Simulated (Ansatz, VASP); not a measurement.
One calculation of Te2Pt, two programs

```
Pt Te
1.0
     4.08996    0.00000    0.00000
    -2.04498    3.54201    0.00000
     0.00000    0.00000    5.38270
Pt Te
1 2
Direct
  0.00000 0.00000 0.00000
  0.33333 0.66667 0.25300
  0.66667 0.33333 0.74700
```

Alike in both runs: functional PBE; k mesh 10 × 10 × 6; occupations fermi-dirac, width 0.05 eV; no spin polarisation.

Ansatz relaxed the structure, and its values are those at the end. VASP's run is a single point on that final structure, the one shown.

|  | VASP | Ansatz |
| --- | --- | --- |
| version | VASP 6.6.1 | Ansatz 0.2.0 |
| potentials or method | VASP PAW PBE potentials, release 64 (Pt, Te) | PAW with Ansatz's default frozen-core files, scalar-relativistic |
| plane-wave cutoff (eV) | 520 | 420 |
| valence electrons in the cell | 22 | 50 |

|  | VASP | Ansatz | Ansatz less VASP |
| --- | --- | --- | --- |
| pressure (GPa) | -0.2 | 0.0 | +0.20 |
| rms of the force components (eV/Å) | 0.005 | 0.000 | -0.0045 |

The two sets of potentials don't hold the same shells in valence.

Spin-orbit coupling is left out, which matters for the levels of Pt, Te.
